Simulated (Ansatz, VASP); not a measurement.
**Sb: VASP beside Ansatz**

```xyz
3
Lattice="4.3819 0.0000 0.0000 -2.1909 3.7948 0.0000 0.0000 0.0000 5.4303" Properties=species:S:1:pos:R:3 pbc="T T T"
Sb    1.4593    0.0000    1.8101
Sb   -0.7296    1.2638    3.6202
Sb    1.4613    2.5310    0.0000
```

Alike in both runs: functional PBE; k mesh 6 × 6 × 4; occupations gaussian, width 0.1 eV; no spin polarisation.

Ansatz relaxed the structure, and its values are those at the end. VASP's run is a single point on that final structure, the one shown.

|  | VASP | Ansatz |
| --- | --- | --- |
| version | VASP 6.6.1 | Ansatz 0.2.0 |
| potentials or method | VASP PAW PBE potentials, release 64 (Sb) | scalar-relativistic, plane waves, PAW |
| plane-wave cutoff (eV) | 520 | 420 |
| valence electrons in the cell | 15 | 45 |

VASP gave:

- gap on the k mesh at the Fermi level (eV): none
- pressure (GPa): -0.1
- rms of the force components (eV/Å): 0.004

Question: Which values does Ansatz return?

Answer: gap on the k mesh at the Fermi level (eV): none; pressure (GPa): 0.0; rms of the force components (eV/Å): 0.004.

A gap of «none» marks a metal or a gap that the smearing closes. The functional is the same, so the differences come from potentials, cutoffs and numerics. The two sets of potentials don't hold the same shells in valence.

The runs have no spin-orbit coupling, so splittings on Sb are missing.
